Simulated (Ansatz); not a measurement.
CsPbCl3:

```
Pb Cs Cl
1.0
     5.60500    0.00000    0.00000
     0.00000    5.60500    0.00000
     0.00000    0.00000    5.60500
Pb Cs Cl
1 1 3
Direct
  0.50000 0.50000 0.50000
  0.00000 0.00000 0.00000
  0.50000 0.00000 0.50000
  0.00000 0.50000 0.50000
  0.50000 0.50000 0.00000
```

* Program: Ansatz 0.2.0
* Task: relaxation of cell and atoms
* Functional: BLYP
* Potentials or basis: Ansatz PAW
* Cutoff: 420 eV (not typed: the program's choice for these potentials)
* k mesh: 5 × 5 × 5
* Occupations: fermi-dirac, width 0.05 eV
* Spin: no spin polarisation

At the start: volume 35.22 Å³/atom.

**Question.** How do energy, volume and symmetry change on relaxing?

**Answer.** It ends after 5 steps and the volume is 39.87 Å³/atom (+13.2 %); space group Pm-3m (No. 221, to 0.05 Å).

Step by step:
```
step  energy change (eV)  largest force (eV/Å)  volume (Å³)
   1              0.0000                0.0000       176.09
   2             -0.1834                0.0000       190.88
   3             -0.2064                0.0000       197.74
   4             -0.2073                0.0000       199.34
   5             -0.2083                0.0000       199.34
```

Final structure:
```
Pb Cs Cl
1.0
     5.84160    0.00000    0.00000
     0.00000    5.84160    0.00000
     0.00000    0.00000    5.84160
Pb Cs Cl
1 1 3
Direct
  0.50000 0.50000 0.50000
  0.00000 0.00000 0.00000
  0.50000 0.00000 0.50000
  0.00000 0.50000 0.50000
  0.50000 0.50000 0.00000
```

Caveat: the plane-wave basis is chosen anew once the cell has moved, so the energies of steps on either side of that aren't comparable; the PAW data sets come from PBE, with cores solved anew for the run's functional, which leaves a small shift of forces and pressure.
